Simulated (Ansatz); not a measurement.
## Rb: frozen-core PAW against all-electron methods

```
Rb
1.0
     5.74000    0.00000    0.00000
     0.00000    4.64000    0.00000
     0.00000    0.00000   12.38000
Rb
4
Direct
  0.04700 0.25000 0.89300
  0.45300 0.75000 0.39300
  0.54700 0.25000 0.60700
  0.95300 0.75000 0.10700
```

Atom numbers follow the list: Rb1, Rb2, Rb3, Rb4.

The cell is COD entry 1532890, as deposited and not checked against the literature; nothing was relaxed.

All numbers are computed: DFT, PBE, PAW with Ansatz's default frozen-core files, scalar-relativistic (Ansatz 0.2.0); DFT, PBE, all-electron PAW with datasets made for the crystal, scalar-relativistic (Ansatz 0.2.0); DFT, PBE, all-electron LAPW, scalar-relativistic (Ansatz 0.2.0).

For PAW: a Γ-centred 6×7×3 k mesh, Fermi–Dirac smearing of 0.05 eV, cutoff 420 eV, no spin polarisation. The crystal-made all-electron datasets (AE datasets) take a cutoff of 180 eV at this cell. LAPW targets a basis error of 1 meV/atom. The Ansatz runs share mesh, smearing and spin set-up. Plane-wave (PAW) pressures include the program's estimate of the Pulay term.

Stress and pressure are positive in compression.

Levels count from the Fermi level.

```json
{"quantity": "pressure (GPa)", "PAW": "1.12", "AE datasets": "1.12", "LAPW": "1.12"}
{"quantity": "stress xx (GPa)", "PAW": "-0.57", "AE datasets": "-0.57", "LAPW": "-0.57"}
{"quantity": "stress yy (GPa)", "PAW": "1.87", "AE datasets": "1.87", "LAPW": "1.87"}
{"quantity": "stress zz (GPa)", "PAW": "2.07", "AE datasets": "2.06", "LAPW": "2.07"}
{"quantity": "force on Rb1, z (eV/Å)", "PAW": "-0.738", "AE datasets": "-0.738", "LAPW": "-0.738"}
{"quantity": "highest filled level at Z (eV)", "PAW": "-1.799", "AE datasets": "-1.799", "LAPW": "-1.799"}
{"quantity": "lowest empty level at Z (eV)", "PAW": "0.160", "AE datasets": "0.160", "LAPW": "0.160"}
{"quantity": "highest filled level at X (eV)", "PAW": "-0.849", "AE datasets": "-0.849", "LAPW": "-0.849"}
{"quantity": "lowest empty level at X (eV)", "PAW": "0.107", "AE datasets": "0.107", "LAPW": "0.107"}
{"quantity": "highest filled level at Γ (eV)", "PAW": "-0.858", "AE datasets": "-0.858", "LAPW": "-0.858"}
{"quantity": "lowest empty level at Γ (eV)", "PAW": "0.745", "AE datasets": "0.745", "LAPW": "0.745"}
```

PAW's pressure differs from the LAPW value by about 0.01 GPa or less. Datasets made for the crystal and LAPW share parts of one code, so their agreement isn't an independent check.
